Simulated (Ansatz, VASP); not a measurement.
## One calculation of LiF, two programs

Contents of INCAR:

```
PREC = Accurate
ENCUT = 520
EDIFF = 1E-6
ISMEAR = 0
SIGMA = 0.1
LREAL = F
LASPH = T
NELM = 100
ALGO = Normal
ISIF = 2
LWAVE = F
LCHARG = T
GGA = PE
LELF = T
LVHAR = T
NBANDS = 12
```

KPOINTS

```
regular mesh
0
Gamma
  9 9 8
```

POSCAR

```
LiF
1.0
    2.4704154100      0.0000000000      0.0000000000
   -1.2352077000      2.1394425000      0.0000000000
    0.0000000000      0.0000000000      2.4051161500
Li F
1 1
Direct
    0.3333333300      0.6666666700      0.5000000000
    0.6666666700      0.3333333300      0.0000000000
```

Input for Ansatz:

```yaml
crystal:
  lattice:
    - [2.47041541, 0.0, 0.0]
    - [-1.2352077, 2.1394425, 0.0]
    - [0.0, 0.0, 2.40511615]
  atoms:
    - { symbol: Li, position: [0.33333333, 0.66666667, 0.5] }
    - { symbol: F, position: [0.66666667, 0.33333333, 0.0] }
basis:
  ecutwfc: 420
kpoints:
  mp_grid: { grid: [9, 9, 8] }
hamiltonian:
  xc: pbe
scf:
  occupations: { method: gaussian, width: 0.1 }
  lower_state_search: "off"
output:
  forces: true
  stress: true
  eigenvalues: true
```

Alike in both runs: task single point; functional PBE; k mesh 9 × 9 × 8; occupations gaussian, width 0.1 eV; no spin polarisation.

|  | VASP | Ansatz |
| --- | --- | --- |
| version | VASP 6.6.1 | Ansatz 0.2.0 |
| potentials or method | VASP PAW PBE potentials, release 64 (Li_sv, F) | scalar-relativistic, plane waves, PAW |
| plane-wave cutoff (eV) | 520 | 420 |
| valence electrons in the cell | 10 | 10 |

|  | VASP | Ansatz | Ansatz less VASP |
| --- | --- | --- | --- |
| gap on the k mesh at the Fermi level (eV) | 10.46 | 10.46 | -0.002 |
| least direct gap on the mesh (eV) | 10.88 | 10.88 | -0.004 |

Caveats: an odd mesh through Γ misses points on the zone boundary, where band edges often lie. PBE gaps usually lie below the measured ones, often by a third to a half.
